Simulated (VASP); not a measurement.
**SiC (Moissanite 3C): C into a neighbouring C vacancy**

Wanted: the minimum-energy path in SiC (Moissanite 3C) for this move: C into a neighbouring C vacancy. The start is a cell from a database of measured crystal structures.

Method: PBEsol; plane waves and PAW (Si, C), in VASP 6.6.1.

This is a report of a sequence of runs, with most program output left out.

### Step 1. The host crystal

Symmetry: F-43m, No. 216, cubic system. The conventional cell has a = 4.358 Å, b = 4.358 Å, c = 4.358 Å, α = 90.00°, β = 90.00°, γ = 90.00°. Nearest to Si lie 4 C at 1.89 Å. Nearest to C lie 4 Si at 1.89 Å. Farther neighbours are not listed.

### Step 2. Relax the host

First cell and atoms are relaxed at a raised cutoff, so that later runs start from this functional's own cell.

The input, INCAR:

```
SYSTEM = SiC
PREC = Accurate
ENCUT = 520
EDIFF = 1E-06
NELM = 120
ISMEAR = 0
SIGMA = 0.1
LREAL = .FALSE.
ALGO = Normal
GGA = PS
NBANDS = 10
LORBIT = 11
LWAVE = .FALSE.
LCHARG = .FALSE.
KPAR = 6
LASPH = .TRUE.
IBRION = 2
NSW = 40
ISIF = 3
EDIFFG = -0.02
POTIM = 0.4
```

The input, POSCAR:

```
SiC
1.0
    0.0000000000      2.1790000000      2.1790000000
    2.1790000000      0.0000000000      2.1790000000
    2.1790000000      2.1790000000      0.0000000000
Si C
1 1
Direct
    0.0000000000      0.0000000000      0.0000000000
    0.7500000000      0.7500000000      0.7500000000
```

The input, KPOINTS:

```
Automatic mesh
0
Gamma
7 7 7
0 0 0
```

Potentials, in the order of the species: Si and C (PBE family, release 64).

The run is started by

```
$ mpirun -np 6 vasp_std
```

Wall time 1.4 s (6 MPI ranks of Intel Xeon 6975P-C (Granite Rapids), shared host); peak memory 0.72 GiB; 5.2 s of CPU time.

The gap is read on the k-mesh alone, so it is an upper bound where the band edges lie off the mesh. The PAW data sets were made with PBE, which is usual practice but a small mismatch for other functionals. The run keeps the 24 symmetry operations of its start, so it cannot find a distortion of lower symmetry.

Little changed from the start: no atom moved by 0.005 Å and no cell edge by 0.1 %.

A gap read on the k-mesh alone can miss the band edges.

Numbers from this step:

```yaml
electronic_cycles: 12
electrons: 8
free_energy_toten: -15.91 eV
fermi_energy: 8.490 eV
labelled_metallic_from_the_levels_on_this_mesh: no
gap_on_the_k_mesh: 1.472 eV
least_direct_gap_on_the_k_mesh: 4.574 eV
```

The start already met the threshold, so nothing moved.

### Step 3. Relax the start

System of this step: Moissanite 3C. The cell holds 53 atoms: 27 Si and 26 C. Its edges and angles: a = 9.245 Å, b = 9.245 Å, c = 9.245 Å, α = 60.0°, β = 60.0°, γ = 60.0°. It derives from SiC (Moissanite 3C). Nearest the centre at fractional (0.250, 0.250, 0.417): Si14 at 1.08 Å, C28 at 1.52 Å, Si11 at 2.40 Å, Si12 at 2.44 Å, Si5 at 2.44 Å, Si6 at 2.45 Å, C36 at 2.63 Å, C34 at 2.65 Å.

A path needs two true minima; the start is relaxed with symmetry off.

The input, INCAR:

```
SYSTEM = Si27C26
PREC = Normal
ENCUT = 400
EDIFF = 1E-05
NELM = 120
ISMEAR = 0
SIGMA = 0.05
LREAL = Auto
ALGO = Fast
GGA = PS
NBANDS = 144
LORBIT = 11
LWAVE = .FALSE.
LCHARG = .FALSE.
KPAR = 6
LASPH = .TRUE.
IBRION = 2
NSW = 60
ISIF = 2
EDIFFG = -0.05
POTIM = 0.4
MAXMIX = 40
ISYM = 0
```

The input, POSCAR:

```
Si27C26
1.0
    0.0000000000      6.5370000000      6.5370000000
    6.5370000000      0.0000000000      6.5370000000
    6.5370000000      6.5370000000      0.0000000000
Si C
27 26
Direct
    0.0012337020     -0.0002227274      0.0012800448
    0.0040613243     -0.0026956379      0.3320419520
    0.0022680798     -0.0011526678      0.6661765221
    0.0004298650      0.3345761408     -0.0003429069
    0.0001398575      0.3317184282      0.3326950516
   -0.0013027090      0.3337412687      0.6680909058
    0.0008151421      0.6658764356     -0.0016020237
    0.0039412437      0.6658055035      0.3333512874
    0.0009903276      0.6651416226      0.6598968891
    0.3346384508     -0.0006402195     -0.0006514752
    0.3278148011      0.0043632469      0.3354496298
    0.3322120158      0.0031499648      0.6697665768
    0.3318546672      0.3353243591     -0.0035636321
    0.3302438537      0.3343324758      0.3326677202
    0.3318479762      0.3345180327      0.6652615492
    0.3324672044      0.6659837925      0.0009750052
    0.3342791298      0.6667025079      0.3351140687
    0.3349371921      0.6635286485      0.6673013035
    0.6650811063      0.0043833796     -0.0016935812
    0.6643068917      0.0013993972      0.3318725518
    0.6654987012     -0.0018370463      0.6686692394
    0.6679519779      0.3306199981     -0.0006746809
    0.6649460403      0.3300094825      0.3373777153
    0.6676957810      0.3313939334      0.6693843689
    0.6694454719      0.6646632830     -0.0004773096
    0.6625012742      0.6662984252      0.3364425357
    0.6673390033      0.6683664391      0.6646303156
    0.2453806866      0.2509627031      0.5829630514
    0.2487084788      0.2493326918      0.9200379340
    0.2513997655      0.5833666544      0.2499634701
    0.2489068611      0.5841363442      0.5852111919
    0.2485677476      0.5778790804      0.9213289721
    0.2480821577      0.9142236433      0.2520188064
    0.2498139057      0.9194914172      0.5815268285
    0.2530802951      0.9173154326      0.9156336509
    0.5790913731      0.2496088911      0.2515626848
    0.5794275030      0.2517991607      0.5868986643
    0.5841234111      0.2518170578      0.9152909645
    0.5822093340      0.5822710706      0.2511660662
    0.5820520951      0.5866518651      0.5814514485
    0.5748969668      0.5842242532      0.9204382450
    0.5847561484      0.9121815146      0.2563724972
    0.5848614702      0.9125663358      0.5836071512
    0.5843887258      0.9172389385      0.9145462062
    0.9174417194      0.2486848425      0.2500751319
    0.9160156726      0.2477432392      0.5830058166
    0.9132656026      0.2500573456      0.9166292537
    0.9142740584      0.5855610280      0.2522298908
    0.9148907316      0.5844100628      0.5838216533
    0.9146748821      0.5817782410      0.9195225047
    0.9128730970      0.9172291550      0.2519871296
    0.9199361022      0.9183759684      0.5788690214
    0.9154394791      0.9113531649      0.9183836077
```

The input, KPOINTS:

```
Automatic mesh
0
Gamma
2 2 2
0 0 0
```

The run is started by

```
$ mpirun -np 6 vasp_std
```

Run time: 3.9 min. Hardware: 6 MPI ranks; peak memory 3.4 GiB; 23 min of CPU time.

Step by step:

```
step  energy less that of the first step (eV)  largest force (eV/Å)
   1                                   0.0000                1.8859
   2                                  -0.4989                0.7089
   3                                  -0.5821                0.3478
   4                                  -0.6235                0.1723
   5                                  -0.6236                0.1847
   6                                  -0.6338                0.0813
   7                                  -0.6343                0.0920
   8                                  -0.6379                0.0467
```

The atoms that moved most (Å):

```
atom      dx      dy      dz  length
 Si9   0.054   0.034  -0.003   0.064
 C42  -0.007  -0.056   0.022   0.060
 C41  -0.028   0.029   0.042   0.058
 C32   0.017  -0.019   0.036   0.044
 C53   0.022  -0.002   0.036   0.043
 Si8   0.010  -0.030  -0.027   0.041
Si12  -0.036  -0.010  -0.016   0.041
Si19  -0.021   0.023  -0.024   0.039
```

Numbers from this step:

- electronic cycles: 59
- electrons: 212
- free energy (TOTEN): -416.0859 eV
- energy at zero smearing: -416.0810 eV
- Fermi energy: 9.298 eV
- labelled metallic, from the levels on this mesh: yes

The run ended after 8 ionic steps, 0.638 eV below its first step, once the forces on the free atoms met EDIFFG = -0.05.

### Step 4. Relax the end

The end state is relaxed in the same way, so that both ends share their errors.

INCAR is that of step 3.

The input, POSCAR:

```
Si27C26
1.0
    0.0000000000      6.5370000000      6.5370000000
    6.5370000000      0.0000000000      6.5370000000
    6.5370000000      6.5370000000      0.0000000000
Si C
27 26
Direct
    0.0010164755     -0.0017405487      0.0017357546
    0.0023879727     -0.0002458532      0.3316536704
    0.0023221413     -0.0016821918      0.6703793238
    0.0006026195      0.3325089040     -0.0009880538
    0.0000538485      0.3338117349      0.3331876145
    0.0029459075      0.3286290067      0.6662590151
    0.0047854304      0.6659116050     -0.0028342260
   -0.0019337451      0.6657482768      0.3357601465
   -0.0047890521      0.6679700383      0.6741488766
    0.3322806884     -0.0037040665      0.0013187586
    0.3342489959      0.0028361214      0.3310131379
    0.3277776694      0.0056832533      0.6639271327
    0.3377622936      0.3294186941     -0.0010340146
    0.3336620775      0.3385986850      0.3297458321
    0.3291845964      0.3386227008      0.6675577287
    0.3323911511      0.6637366231      0.0008700698
    0.3285415193      0.6705526101      0.3351599354
    0.3312094905      0.6680583313      0.6668092928
    0.6655340928     -0.0024487100      0.0007242497
    0.6665096668     -0.0008640373      0.3328573428
    0.6672837988      0.0016873238      0.6651527862
    0.6659350849      0.3320310116      0.0003135013
    0.6663313553      0.3352558710      0.3297999196
    0.6678230171      0.3332760946      0.6632283631
    0.6623497722      0.6648056025      0.0030927404
    0.6642598577      0.6647522849      0.3365342786
    0.6626929632      0.6671947893      0.6684953502
    0.2498905046      0.2507294250      0.2495634638
    0.2543067455      0.2438494160      0.9179044526
    0.2527592127      0.5794885947      0.2491341395
    0.2488921412      0.5842584160      0.5834021576
    0.2495201375      0.5858898047      0.9148621392
    0.2495062649      0.9173960830      0.2478329208
    0.2476493186      0.9163784624      0.5849831447
    0.2447820430      0.9187306872      0.9164988847
    0.5812336117      0.2521853703      0.2479355503
    0.5833927070      0.2471418185      0.5860236607
    0.5810410350      0.2447733642      0.9199783368
    0.5764058007      0.5880279302      0.2547900055
    0.5792329999      0.5819894917      0.5873118009
    0.5829944992      0.5822955534      0.9196225356
    0.5831173393      0.9141022408      0.2517028675
    0.5819351037      0.9159999349      0.5853413181
    0.5837786045      0.9135430346      0.9155311528
    0.9165515675      0.2525078926      0.2505559294
    0.9156651068      0.2486059689      0.5851392412
    0.9179011218      0.2478180535      0.9208925092
    0.9165957742      0.5819317452      0.2495879900
    0.9175061273      0.5816038083      0.5829166772
    0.9149613585      0.5860296526      0.9183725918
    0.9169480784      0.9207809611      0.2487984236
    0.9158376924      0.9163750444      0.5816892230
    0.9146447980      0.9185811627      0.9144011920
```

KPOINTS is that of step 3.

The run is started by

```
$ mpirun -np 6 vasp_std
```

Wall time 4.8 min (6 MPI ranks); peak memory 3.4 GiB.

The steps of the relaxation:

| step | energy less that of the first step (eV) | largest force (eV/Å) |
| --- | --- | --- |
| 1 | 0.0000 | 1.6292 |
| 2 | -0.4535 | 0.6288 |
| 3 | -0.5053 | 0.3617 |
| 4 | -0.5449 | 0.1668 |
| 5 | -0.5468 | 0.2319 |
| 6 | -0.5614 | 0.1057 |
| 7 | -0.5620 | 0.1318 |
| 8 | -0.5683 | 0.0574 |
| 9 | -0.5692 | 0.0662 |
| 10 | -0.5710 | 0.0416 |

The atoms that moved most (Å):

```csv
atom,dx,dy,dz,length
C39,-0.059,0.012,0.007,0.061
Si9,-0.050,-0.019,0.017,0.056
C29,0.031,-0.042,-0.001,0.052
Si7,0.027,-0.014,-0.037,0.047
Si14,-0.009,0.019,-0.041,0.046
Si3,-0.012,-0.042,-0.015,0.046
Si12,-0.012,0.044,-0.003,0.045
Si15,-0.040,0.014,-0.015,0.045
```

Numbers from this step:

```
electronic cycles       : 74
free energy (TOTEN)     : -416.0871 eV
energy at zero smearing : -416.0822 eV
```

The run ended after 10 ionic steps, 0.571 eV below its first step, once the forces on the free atoms met EDIFFG = -0.05.

(Continued in part 2 of 2.)

[Lines on the potential files, build, host, timing and source positions are cut from VASP's logs without a mark.]

[Logs are printed without paths, hosts, clocks, repeated set-up lines and the standing remarks that a program may print on its own settings, such as how far it seeks lower states.]

[Hosts, paths, dates, database ids (printed as entryN), source tags and the programs' standing remarks are cut or masked in the printed files.]

[Runs that stopped without an error message from VASP are left out.]
